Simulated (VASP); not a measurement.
# Ta (Im-3m) in VASP: further runs

One crystal, Ta, is run at these levels: PBE, PBEsol; tasks: equation of state.

Everything below comes from runs of VASP 6.6.1. Logs are shortened: lines on timing, memory, paths and dates and some standing lists are left out, and cuts for length are marked.

**What was measured.**

“Refinement of the equation of state of tantalum”, 2004, arxiv:cond-mat/0403080 quotes, for a bulk crystal of Ta: bulk modulus 194 GPa.

From “Pressure effects on the electronic structure and superconductivity of (TaNb)0.67(HfZrTi)0.33 high entropy alloy”, 2019, arxiv:1910.08312, for a bulk crystal of Ta: bulk modulus 194 GPa.

The runs below are set against these values where they give the same quantity.

## Step 1: Starting point

The structure is cubic, space group Im-3m (No. 229). Conventional cell: a = 3.303 Å, b = 3.303 Å, c = 3.303 Å, α = 90.00°, β = 90.00°, γ = 90.00°. Ta (site symmetry m-3m) has 8 Ta at 2.86 Å as nearest neighbours.

## Step 2: Equation of state, PBE, 16.93 Å³/atom (volume scaled by 0.94)

INCAR

```
SYSTEM = Ta
PREC = Accurate
ENCUT = 520
EDIFF = 1E-7
ISMEAR = -1
SIGMA = 0.05
LREAL = .FALSE.
LASPH = .TRUE.
NELM = 80
ALGO = Normal
ISIF = 2
LWAVE = .FALSE.
LCHARG = .FALSE.
GGA = PE
NBANDS = 12
```

KPOINTS

```
Automatic mesh
0
G
  11 11 11
  0 0 0
```

POSCAR

```
Ta
1.0
   -1.6175709496      1.6175709496      1.6175709496
    1.6175709496     -1.6175709496      1.6175709496
    1.6175709496      1.6175709496     -1.6175709496
Ta
1
Direct
    0.0000000000      0.0000000000      0.0000000000
```

Potentials or basis: VASP PAW PBE potentials, release 64 (Ta_pv).

Launch:

```bash
cat potpaw_PBE.64/Ta_pv/POTCAR > POTCAR
mpirun -np 1 vasp_std > vasp.out
```

OUTCAR:

```text
SYSTEM = Ta
   PREC = Accurate
   ENCUT = 520
   EDIFF = 1E-7
   ISMEAR = -1
   LREAL = .FALSE.
   LASPH = .TRUE.
   NELM = 80
   ISIF = 2
   GGA = PE

 ion  position               nearest neighbor table
   1  0.000  0.000  0.000-

  LATTYP: Found a body centered cubic cell.
 ALAT       =     3.2351418992

  Lattice vectors:

 A1 = (  -1.6175709496,   1.6175709496,   1.6175709496)
 A2 = (   1.6175709496,  -1.6175709496,   1.6175709496)
 A3 = (   1.6175709496,   1.6175709496,  -1.6175709496)

Analysis of symmetry for initial positions (statically):
=====================================================================
 Subroutine PRICEL returns:
 Original cell was already a primitive cell.

 Routine SETGRP: Setting up the symmetry group for a
 body centered cubic supercell.

 Subroutine GETGRP returns: Found 48 space group operations
 (whereof 48 operations were pure point group operations)
 out of a pool of 48 trial point group operations.

The static configuration has the point symmetry O_h .

Analysis of symmetry for dynamics (positions and initial velocities):
=====================================================================
 Subroutine PRICEL returns:
 Original cell was already a primitive cell.

 Routine SETGRP: Setting up the symmetry group for a
 body centered cubic supercell.

 Subroutine GETGRP returns: Found 48 space group operations
 (whereof 48 operations were pure point group operations)
 out of a pool of 48 trial point group operations.

The dynamic configuration has the point symmetry O_h .

 Subroutine INISYM returns: Found 48 space group operations
 (whereof 48 operations are pure point group operations),
 and found     1 'primitive' translations

----------------------------------------------------------------------------------------

                                     Primitive cell

  volume of cell :      16.9297

  direct lattice vectors                    reciprocal lattice vectors
    -1.617570950  1.617570950  1.617570950     0.000000000  0.309105452  0.309105452
     1.617570950 -1.617570950  1.617570950     0.309105452  0.000000000  0.309105452
     1.617570950  1.617570950 -1.617570950     0.309105452  0.309105452  0.000000000

  length of vectors
     2.801715070  2.801715070  2.801715070     0.437141123  0.437141123  0.437141123

  position of ions in fractional coordinates (direct lattice)
     0.000000000  0.000000000  0.000000000

  ion indices of the primitive-cell ions
   primitive index   ion index
                 1           1

----------------------------------------------------------------------------------------

 KPOINTS: Automatic mesh

Automatic generation of k-mesh.
 Grid dimensions read from file:
 generate k-points for:   11   11   11

 Generating k-lattice:

  Cartesian coordinates                     Fractional coordinates (reciprocal lattice)
     0.000000000  0.028100496  0.028100496     0.090909091  0.000000000  0.000000000
     0.028100496  0.000000000  0.028100496     0.000000000  0.090909091  0.000000000
     0.028100496  0.028100496  0.000000000     0.000000000  0.000000000  0.090909091

  Length of vectors
     0.039740102  0.039740102  0.039740102

  Shift w.r.t. Gamma in fractional coordinates (k-lattice)
     0.000000000  0.000000000  0.000000000

 Subroutine IBZKPT returns following result:
 ===========================================

 Found     56 irreducible k-points:

 Following reciprocal coordinates:
            Coordinates               Weight
  0.000000  0.000000  0.000000      1.000000
  0.090909  0.000000  0.000000     12.000000
  0.181818  0.000000  0.000000     12.000000
  0.272727  0.000000  0.000000     12.000000
  0.363636  0.000000  0.000000     12.000000
  0.454545  0.000000  0.000000     12.000000
[... 42 lines left out ...]
 -0.363636  0.363636  0.272727     24.000000
 -0.454545  0.454545  0.272727     24.000000
 [... further k-points ...]
   k-points           NKPTS =     56   k-points in BZ     NKDIM =     56   number of bands    NBANDS=     12
   number of dos      NEDOS =    301   number of ions     NIONS =      1
   total plane-waves  NPLWV =  13824
   dimension x,y,z NGX =    24 NGY =   24 NGZ =   24
   dimension x,y,z NGXF=    48 NGYF=   48 NGZF=   48
   ions per type =               1
   NGX,Y,Z   is equivalent  to a cutoff of  14.24, 14.24, 14.24 a.u.
   NGXF,Y,Z  is equivalent  to a cutoff of  28.48, 28.48, 28.48 a.u.
 SYSTEM =  Ta
   PREC   = accura    normal or accurate (medium, high low for compatibility)
   ISTART =      0    job   : 0-new  1-cont  2-samecut
   ICHARG =      2    charge: 1-file 2-atom 10-const
   ISPIN  =      1    spin polarized calculation?
   LNONCOLLINEAR =      F non collinear calculations
   LSORBIT =      F    spin-orbit coupling
   LASPH  =      T    aspherical Exc in radial PAW
   ENCUT  =  520.0 eV  38.22 Ry    6.18 a.u.   5.21  5.21  5.21*2*pi/ulx,y,z
   NELM   =     80;   NELMIN=  2; NELMDL= -5     # of ELM steps
   EDIFF  = 0.1E-06   stopping-criterion for ELM
   LREAL  =      F    real-space projection
   EDIFFG = 0.1E-05   stopping-criterion for IOM
   NSW    =      0    number of steps for IOM
   IBRION =     -1    ionic relax: 0-MD 1-quasi-New 2-CG
   NFREE  =      0    steps in history (QN), initial steepest desc. (CG)
   ISIF   =      2    stress and relaxation
   ISYM   =      2    0-nonsym 1-usesym 2-fastsym
   POTIM  = 0.5000    time-step for ionic-motion
   TEBEG  =    0.0;   TEEND  =   0.0 temperature during run
   PSTRESS=    0.0 pullay stress
   NELECT =      11.0000    total number of electrons
   NUPDOWN=      -1.0000    fix difference up-down
   EMIN   =  10.00;   EMAX   =-10.00  energy-range for DOS
   EFERMI =   0.00;   METHOD = LEGACY
   ISMEAR =    -1;   SIGMA  =   0.05  broadening in eV -4-tet -1-fermi 0-gaus
   EFERMI_NEDOS =   21; number of points for ismear=-14 and -15
   IALGO  =     38    algorithm
   IMIX   =      4    mixing-type and parameters
     AMIX     =   0.40;   BMIX     =  1.00
     AMIX_MAG =   1.60;   BMIX_MAG =  1.00
  volume/ion in A,a.u.               =      16.93       114.25
  Fermi-wavevector in a.u.,A,eV,Ry     =   1.417933  2.679505 27.354977  2.010534
  Thomas-Fermi vector in A             =   2.539111
   LORBIT       =      0    0 simple, 1 ext, 2 COOP (PROOUT), +10 PAW based schemes
   GGA     = PE    functional components
   LHFCALC =     F    Hartree Fock is set to
   AEXX    =    0.0000 exact exchange contribution
   IVDW    =     0    specifies the selected vdW correction
   LEPSILON=     F    determine dielectric tensor
   LRPA    =     F    only Hartree local field effects (RPA)
 non-spin polarized calculation
  energy-cutoff  :      520.00
  volume of cell :       16.93
 maximum number of plane-waves:       470
 NGX is ok and might be reduce to    24
   NGX = 11   NGY = 11   NGZ = 11

 number of electron      10.9999998 magnetization

 Free energy of the ion-electron system (eV)
  ---------------------------------------------------
  ext. energy  EPLUGINS =         0.00000000
  ---------------------------------------------------
  free energy    TOTEN  =       -11.75298354 eV

  energy without entropy =      -11.74691567  energy(sigma->0) =      -11.74994961

 E-fermi :   5.9984     XC(G=0): -12.9385

 val. band max:        5.9263116343   @ k =  -0.4545  -0.4545   0.0909
 cond. band min:       6.0801302276   @ k =  -0.1818   0.2727   0.0909
 fundamental gap:      0.1538185934
 Fermi energy:         5.9984182862

 k-point     1 :       0.0000    0.0000    0.0000
  band No.  band energies     occupation
      1     -26.8242      2.00000
      2     -26.8242      2.00000
      3     -26.8242      2.00000
      4      -2.1493      2.00000
      5       6.7297      0.00000
      6       6.7297      0.00000
      7       6.7297      0.00000
      8      10.2272      0.00000
      9      10.2272      0.00000
     10      20.9051      0.00000
     11      21.3050      0.00000
     12      21.3050      0.00000

 k-point     2 :       0.0909    0.0000    0.0000
  band No.  band energies     occupation
      1     -26.9494      2.00000
      2     -26.8620      2.00000
      3     -26.8250      2.00000
      4      -1.7544      2.00000
      5       6.4734      0.00015
      6       6.6419      0.00001
      7       7.1213      0.00000
      8       9.8411      0.00000
      9      10.2281      0.00000
     10      20.9050      0.00000
     11      21.6566      0.00000
     12      21.9917      0.00000

 k-point     3 :       0.1818    0.0000    0.0000
  band No.  band energies     occupation
      1     -27.2744      2.00000
      2     -26.9622      2.00000
      3     -26.8274      2.00000
      4      -0.6992      2.00000
      5       5.8564      1.88960
      6       6.2331      0.01814
      7       8.2629      0.00000
      8       9.4686      0.00000
      9      10.2863      0.00000
     10      20.9040      0.00000
     11      22.1759      0.00000
     12      23.8859      0.00000
[... 526 lines left out ...]
 k-point    39 :      -0.1818    0.1818    0.1818
  band No.  band energies     occupation
      1     -27.3592      2.00000
      2     -27.1073      2.00000
      3     -27.1073      2.00000
      4       0.6196      2.00000
      5       6.5757      0.00002
      6       6.7564      0.00000
      7       6.7564      0.00000
      8       8.1824      0.00000
      9      11.5069      0.00000
     10      20.9002      0.00000
     11      22.3601      0.00000
     12      25.3910      0.00000

 k-point    40 :       0.2727    0.2727    0.1818
  band No.  band energies     occupation
      1     -27.6496      2.00000
      2     -27.6496      2.00000
      3     -27.3495      2.00000
      4       4.1952      2.00000
      5       4.9340      2.00000
      6       4.9340      2.00000
      7      11.3969      0.00000
      8      11.3969      0.00000
      9      14.0559      0.00000
     10      19.2282      0.00000
     11      19.2282      0.00000
     12      20.5909      0.00000

 [... further k-points ...]

------------------------ aborting loop because EDIFF is reached ----------------------------------------

  FORCE on cell =-STRESS in cart. coord.  units (eV):
  Direction    XX          YY          ZZ          XY          YZ          ZX
  --------------------------------------------------------------------------------------
  -------------------------------------------------------------------------------------
  Total        1.8417704      1.8417704      1.8417704     -0.0000000     -0.0000000     -0.0000000
  in kB      174.2994691    174.2994691    174.2994691     -0.0000000     -0.0000000     -0.0000000
  external PRESSURE =     174.2994691 kB  Pullay stress =       0.0000000 kB

 VOLUME and BASIS-vectors are now :
 -----------------------------------------------------------------------------
  energy-cutoff  :      520.00
  volume of cell :       16.93
      direct lattice vectors                 reciprocal lattice vectors
    -1.617570950  1.617570950  1.617570950     0.000000000  0.309105452  0.309105452
     1.617570950 -1.617570950  1.617570950     0.309105452  0.000000000  0.309105452
     1.617570950  1.617570950 -1.617570950     0.309105452  0.309105452  0.000000000

 POSITION                                       TOTAL-FORCE (eV/Angst)
 -----------------------------------------------------------------------------------
      0.00000      0.00000      0.00000        -0.000000      0.000000     -0.000000
 -----------------------------------------------------------------------------------
    total drift:                                0.000000      0.000000      0.000000

  FREE ENERGIE OF THE ION-ELECTRON SYSTEM (eV)
  ---------------------------------------------------
  free  energy   TOTEN  =       -11.7529835415 eV

  energy  without entropy=      -11.7469156744  energy(sigma->0) =      -11.74994961
```

It took 7 s on 1 thread of AMD EPYC 9R45 (Zen 5), shared host; peak memory 0.11 GiB.

Results:

| Quantity | Value |
| --- | --- |
| Free energy | -11.7530 eV |
| Pressure | 17.4 GPa |
| Band gap on the k mesh | none (metal or under the smearing width) |

## Step 3: Equation of state, PBE, 17.29 Å³/atom (volume scaled by 0.96)

INCAR

```
SYSTEM = Ta
  PREC = Accurate
  ENCUT = 520
  EDIFF = 1E-7
  ISMEAR = -1
  SIGMA = 0.05
  LREAL = .FALSE.
  LASPH = .TRUE.
  NELM = 100
  ALGO = Normal
  ISIF = 2
  LWAVE = .FALSE.
  LCHARG = .FALSE.
  GGA = PE
  NBANDS = 12
```

KPOINTS

```
regular mesh
0
G
  11 11 11
  0 0 0
```

POSCAR

```
Ta
1.0
   -1.6289626696      1.6289626696      1.6289626696
    1.6289626696     -1.6289626696      1.6289626696
    1.6289626696      1.6289626696     -1.6289626696
Ta
1
Direct
    0.0000000000      0.0000000000      0.0000000000
```

Potentials or basis: VASP PAW PBE potentials, release 64 (Ta_pv).

Launch:

```bash
cat potpaw_PBE.64/Ta_pv/POTCAR > POTCAR
mpirun -np 1 vasp_std > vasp.out
```

Run time: 7.1 s. Hardware: 1 thread of AMD EPYC 9R45 (Zen 5), shared host; peak memory 0.11 GiB.

Results (log left out):

```
Free energy            : -11.7860 eV
Pressure               : 12.0 GPa
Band gap on the k mesh : none (metal or under the smearing width)
```

(Continued in part 2 of 2.)
